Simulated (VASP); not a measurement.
# InP: molecular dynamics with a monitored distance, by stops when the distance exceeds

InP, F-43m (no. 216), 8 atoms in the cell. PBE, molecular dynamics; PAW potentials In, P (PBE set).

| Stops when the distance exceeds (Å) | Largest distance met (Å) | Steps run | Mean temperature (K) | Time (s) |
|---|---|---|---|---|
| 2.69 | 2.568 | 80 | 788 | 275 |
| 4.061 | 2.568 | 80 | 788 | 270 |

Limits: 160 fs of 8 atoms are too short for converged averages; the distance is that to the nearest periodic copy, which so small a cell caps.

## Input of the first row

INCAR:
```
SYSTEM = InP
GGA = PE
PREC = Normal
ENCUT = 260
EDIFF = 1E-5
NELMIN = 4
NELM = 60
ALGO = Normal
LREAL = Auto
LASPH = .True.
ISMEAR = 0
SIGMA = 0.05
ISYM = 0
LWAVE = .False.
LCHARG = .False.
IBRION = 0
NSW = 80
POTIM = 2.0
TEBEG = 1000
TEEND = 1000
ISIF = 2
MDALGO = 1
ANDERSEN_PROB = 0.05
RANDOM_SEED = 601559 0 0
VALUE_MAX = 2.69
VALUE_MIN = 1.269
KPAR = 2
```

KPOINTS:
```
k-points
0
Monkhorst-Pack
  2 2 2
```

ICONST:
```
R 1 7 7
```

POSCAR:
```
InP
1.0
    5.8610000000      0.0000000000      0.0000000000
    0.0000000000      5.8610000000      0.0000000000
    0.0000000000      0.0000000000      5.8610000000
In P
4 4
Direct
    0.0000000000      0.0000000000      0.0000000000
    0.0000000000      0.5000000000      0.5000000000
    0.5000000000      0.0000000000      0.5000000000
    0.5000000000      0.5000000000      0.0000000000
    0.2500000000      0.2500000000      0.2500000000
    0.2500000000      0.7500000000      0.7500000000
    0.7500000000      0.2500000000      0.7500000000
    0.7500000000      0.7500000000      0.2500000000
```

Commands:
```
cat potpaw_PBE.64/In/POTCAR potpaw_PBE.64/P/POTCAR > POTCAR
mpirun -np 2 vasp_std > vasp.out
```

Changes of the last row against the first:
```
- VALUE_MAX = 2.69
+ VALUE_MAX = 4.061
```

VASP 6.6.1 took 275 s on 2 cores (AMD EPYC 7R43 (Zen 3)), a shared host.
